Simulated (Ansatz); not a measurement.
# BaF2: band gap under strain

How does strain move the band edges of BaF2 built on the fluorite prototype, and do the functionals agree on it? States: -1.0 % shear in the xy plane; -2.0 % equal strain in all directions; +0.5 % biaxial strain in x and y, free along z.

The runs shown are made with Ansatz 0.2.0. PAW datasets, plane waves. Computed at 0 K without zero-point motion; spin polarisation is off.

## (1) The system as given

The unstrained cell was relaxed with r2SCAN; in each strained cell the atoms were relaxed again with r2SCAN. Names of k-points are those of the unstrained zone, where strain can split equivalent points. First state: -1.0 % shear in the xy plane.

It is orthorhombic, Immm (No. 71); conventional cell a = 4.358 Å, b = 4.402 Å, c = 6.194 Å, 19.81 Å³ an atom. Near Ba stand 8 F at 2.68–2.69 Å; near F stand 4 Ba at 2.68–2.69 Å.

Coordinates:

```cif
data_structure
_symmetry_space_group_name_H-M 'P 1'
_symmetry_Int_Tables_number 1
_cell_length_a 4.3801
_cell_length_b 4.3801
_cell_length_c 4.3582
_cell_angle_alpha 60.165
_cell_angle_beta 60.165
_cell_angle_gamma 60.331
_cell_volume 59.42
loop_
_atom_site_label
_atom_site_type_symbol
_atom_site_fract_x
_atom_site_fract_y
_atom_site_fract_z
_atom_site_occupancy
Ba1 Ba 0.00000 0.00000 0.00000 1
F1 F 0.25108 0.25108 0.24892 1
F2 F 0.74892 0.74892 0.75108 1
```

From earlier runs on the unstrained cell: PBE 6.84 eV, r2SCAN 7.41 eV, HSE06 8.76 eV; a = 6.194 Å.

## (2) -1.0 % shear in the xy plane: PBE

File input.yaml:

```yaml
crystal:
  lattice:
    - [-0.0154858189, 3.0971637718, 3.0971637718]
    - [3.0971637718, -0.0154858189, 3.0971637718]
    - [3.081677953, 3.081677953, 0.0]
  atoms:
    - { symbol: Ba, position: [0.0, 0.0, 0.0] }
    - { symbol: F, position: [0.2510781522, 0.2510781522, 0.2489218478] }
    - { symbol: F, position: [0.7489218478, 0.7489218478, 0.7510781522] }
kpoints:
  mp_grid: { grid: [8, 8, 8] }
  band_path:
    path:
      - [0.0, 0.0, 0.0]
      - [0.5, 0.0, 0.5]
      - [0.625, 0.25, 0.625]
      - [0.375, 0.375, 0.75]
      - [0.5, 0.5, 0.5]
      - [0.5, 0.25, 0.75]
      - [0.229167, 0.229167, 0.458333]
    npoints: 1
hamiltonian:
  xc: pbe
scf:
  occupations: { method: fermi_dirac, width: 0.02 }
  n_extra_bands: 4
output:
  forces: true
  stress: true
  eigenvalues: true
```

Command:

```bash
$ ansatz run input.yaml --threads 4 --pin off --max-ram 4608MiB --backend cpu --events-out ev --progress --plain --runs-dir out
```

After this run come: -1.0 % shear in the xy plane: r2SCAN; -1.0 % shear in the xy plane: HSE06; -2.0 % equal strain in all directions: PBE; -2.0 % equal strain in all directions: r2SCAN; -2.0 % equal strain in all directions: HSE06; +0.5 % biaxial strain in x and y, free along z: PBE; +0.5 % biaxial strain in x and y, free along z: r2SCAN; +0.5 % biaxial strain in x and y, free along z: HSE06.

**Question.** What will these runs give?

The runs gave:

Least gap in eV (negative: overlap), with the change from the unstrained cell in brackets:

```
                                         state  volume change (%)           PBE        r2SCAN         HSE06
                  -1.0 % shear in the xy plane               -0.0  6.84 (+0.00)  7.41 (+0.00)  8.76 (+0.00)
         -2.0 % equal strain in all directions               -5.9  7.11 (+0.27)  7.67 (+0.26)  9.04 (+0.28)
+0.5 % biaxial strain in x and y, free along z               +0.5  6.81 (-0.03)  7.38 (-0.03)  8.73 (-0.03)
```

In words: The largest move of the HSE06 gap in the table is +0.272 eV, under -2.0 % equal strain in all directions. PBE and HSE06 differ by 1.93 eV on the unstrained gap, and by at most 0.00 eV on its change: the two disagree on the size of the gap but agree on its response to strain. Spin-orbit coupling is left out of the table, though the cell holds Ba (Z = 56).
